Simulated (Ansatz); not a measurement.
**Phases of Ir at 270 GPa**

Structure types of Ir are relaxed in primitive cells with their symmetry kept at 270 GPa, first on PAW files, then by LAPW. The enthalpy is E + pV at zero temperature, without zero-point motion. Only the types listed were tried, and differences under about 5 meV/atom are mesh noise.

Computed with Ansatz 0.2.0; functional PBE, scalar-relativistic. Settings: Fermi–Dirac smearing of 0.05 eV, no spin polarisation. Methods: LAPW: all electrons, basis error target 0.5 meV/atom; PAW: frozen-core files, cutoff 420 eV.

k meshes: fcc 19×19×19, bcc 20×20×20, hcp 18×18×10, sc 17×17×17, beta tin 18×18×18, diamond 14×14×14.

Spin–orbit coupling is left out, which matters for the heavy atoms.

Q: Order the types by LAPW enthalpy, lowest first.
A. diamond
B. beta tin
C. fcc
D. hcp
E. bcc
F. sc

A: C (0 meV/atom), D (127 meV/atom), E (1041 meV/atom), B (2289 meV/atom), F (3303 meV/atom), A (8100 meV/atom).

```csv
start type,ends as,"a, b, c (Å)",V (Å³/atom),"H − H(lowest), LAPW (meV/atom)","same, PAW"
fcc,"fcc, Fm-3m","3.458, 3.458, 3.458",10.34,0.0,0.0
bcc,"bcc, Im-3m","2.756, 2.756, 2.756",10.47,1040.9,1041.6
hcp,"hcp, P6_3/mmc","2.449, 2.449, 3.990",10.37,127.5,127.6
sc,"sc, Pm-3m","2.243, 2.243, 2.243",11.29,3302.8,3299.4
beta tin,"beta tin, I4_1/amd","4.305, 4.305, 2.375",11.00,2288.7,2287.3
diamond,"diamond, Fd-3m","4.754, 4.754, 4.754",13.43,8100.3,8093.8
```

Q: Split the lead of fcc over hcp into energy and pV.

A: For hcp less fcc: ΔE = +83.3 meV/atom, and p·ΔV = 270 GPa × +0.0262 Å³ × 6.242 meV/(GPa·Å³) = +44.2 meV/atom, together 127.5 meV/atom. fcc wins on both counts.
